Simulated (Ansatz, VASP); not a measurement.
Given: the input of a run of Ansatz 0.2.0 on Sr.

Contents of input.yaml:

```yaml
crystal:
  lattice:
    - [0.0, 3.1020190703, 3.1020190703]
    - [3.1020190703, 0.0, 3.1020190703]
    - [3.1020190703, 3.1020190703, 0.0]
  atoms:
    - { symbol: Sr, position: [0.0, 0.0, 0.0] }
hamiltonian:
  xc: pbesol
  pseudopotentials: { kind: paw }
kpoints:
  mp_grid: { grid: [8, 8, 8] }
scf:
  occupations: { method: fermi_dirac, width: 0.05 }
output:
  forces: true
  stress: true
  eigenvalues: true
```

Potentials or basis: Ansatz PAW.

Command:

```console
$ ansatz run input.yaml --threads 2 --pin off --max-ram 5632MiB --backend cpu --events-out ev --progress --plain --runs-dir out
```

**Question.** Set up the same calculation for VASP 6.6.1. Potentials there: VASP PAW PBE potentials, release 64 (Sr_sv).

**Answer.** As run (the cutoff follows the program's own potentials):

The input INCAR:

```
SYSTEM = Sr
PREC = Accurate
ENCUT = 520
EDIFF = 1E-7
ISMEAR = -1
SIGMA = 0.05
LREAL = .FALSE.
LASPH = .TRUE.
NELM = 60
ALGO = Normal
ISIF = 2
LWAVE = .FALSE.
LCHARG = .FALSE.
GGA = PS
NBANDS = 11
```

The input KPOINTS:

```
Automatic mesh
0
G
  8 8 8
  0 0 0
```

The input POSCAR:

```
Sr
1.0
    0.0000000000      3.1020190703      3.1020190703
    3.1020190703      0.0000000000      3.1020190703
    3.1020190703      3.1020190703      0.0000000000
Sr
1
Direct
    0.0000000000      0.0000000000      0.0000000000
```

Potentials or basis: VASP PAW PBE potentials, release 64 (Sr_sv).

Command:

```sh
$ cat potpaw_PBE.64/Sr_sv/POTCAR > POTCAR
$ mpirun -np 1 vasp_std > vasp.out
```

Both were run:

|  | VASP | Ansatz | Ansatz less VASP |
| --- | --- | --- | --- |
| gap on the k mesh at the Fermi level (eV) | none | none | - |
| pressure (GPa) | -1.4 | -1.4 | -0.01 |

A gap of «none» marks a metal or a gap that the smearing closes. With one functional, cell and mesh, what is left measures potentials, basis and numerics.

Caveats: the PAW data sets were made with another functional, which shifts forces and pressure a little (VASP); the PAW data sets come from PBE, with cores solved anew for the run's functional, which leaves a small shift of forces and pressure (Ansatz).
